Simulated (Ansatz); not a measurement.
Input and command of a plane-wave DFT calculation in Ansatz:

```yaml
crystal:
  lattice:
    - [-1.4856866039, 1.7049078399, 4.2047460604]
    - [1.4856866039, -1.7049078399, 4.2047460604]
    - [1.4856866039, 1.7049078399, -4.2047460604]
  atoms:
    - { symbol: Ti, position: [0.0259217377, 0.0297466328, 0.0556683705] }
    - { symbol: Si, position: [0.3296402049, 0.3296402049, 0.0] }
    - { symbol: Si, position: [0.6703597951, 0.6703597951, 0.0] }
basis:
  ecutwfc: 420
kpoints:
  mp_grid: { grid: [22, 22, 22] }
hamiltonian:
  xc: pbe
scf:
  occupations: { method: gaussian, width: 0.15 }
output:
  forces: true
  stress: true
  eigenvalues: true
  write_density: true
  write_potential: true
  elf: true
  volumetric_format: npy
```

```bash
ansatz run input.yaml --threads 1 --pin off --max-ram 2560MiB --backend cpu --events-out ev --progress --plain --runs-dir out
```

Processor: AMD EPYC 9R45 96-Core Processor (Zen 5), 1 thread, on a host shared with other jobs.

**Question.** How long does it run, and how much memory does it take?

**Answer.** About 87 s on 1 thread of AMD EPYC 9R45 96-Core Processor (Zen 5), on a shared host, peak memory 2 GiB. It solves 14 bands at 2796 k points (the mesh reduced by the symmetry that the task leaves, which can be less than the crystal's) with about 839 plane waves, in 6 SCF iterations.
